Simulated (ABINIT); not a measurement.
Crystal: Sb.

```xyz
1
Lattice="-1.5765 1.5765 2.7119 1.5765 -1.5765 2.7119 1.5765 1.5765 -2.7119" Properties=species:S:1:pos:R:3 pbc="T T T"
Sb    0.0000    0.0000    0.0000
```

This isn't the form of Sb at room conditions, which is rhombohedral.

Base run:

- Program: ABINIT 10.8.3 (patched build)
- Functional: LDA
- Potentials or basis: JTH PAW PBE v2.0
- Cutoff: 517 eV
- k mesh: 12 × 12 × 12
- Occupations: fermi-dirac, width 0.05 eV
- Spin: no spin polarisation

Its results: band gap on the k mesh none (metal or under the smearing width); pressure -2.6 GPa.

After a change of settings the same cell gave: band gap on the k mesh none (metal or under the smearing width); pressure -0.6 GPa. Which change was it?
A. functional from LDA to RPBE
B. functional from LDA to AM05
C. functional from LDA to SCAN
D. functional from LDA to BLYP

C.

Caveats: the PAW data sets were made with another functional, which shifts forces and pressure a little.
